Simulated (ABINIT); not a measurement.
InPd:

```xyz
2
Lattice="3.2719 0.0000 0.0000 0.0000 3.2719 0.0000 0.0000 0.0000 3.2719" Properties=species:S:1:pos:R:3 pbc="T T T"
In    0.0000    0.0000    0.0000
Pd    1.6359    1.6359    1.6359
```

The cell comes from a database or a generator and needn't be the stable form of this composition.

Base run:

```yaml
Program: ABINIT 10.8.3 (patched build)
Functional: PBE
Potentials_or_basis: JTH PAW PBE v2.0
Cutoff: 599 eV
k_mesh: 8 × 8 × 8
Occupations: fermi-dirac, width 0.05 eV
Spin: no spin polarisation
```

Its results: band gap on the k mesh none (metal or under the smearing width); pressure 3.5 GPa.

The run is repeated on the same cell with these changes: functional from PBE to PBEsol; potentials or basis from JTH PAW PBE v2.0 to PseudoDojo NC SR PBEsol v0.4.1 standard; cutoff from 599 eV to 1116 eV. What comes out?

Band gap on the k mesh none (metal or under the smearing width); pressure -2.8 GPa.

Not every run made on this cell is shown here.
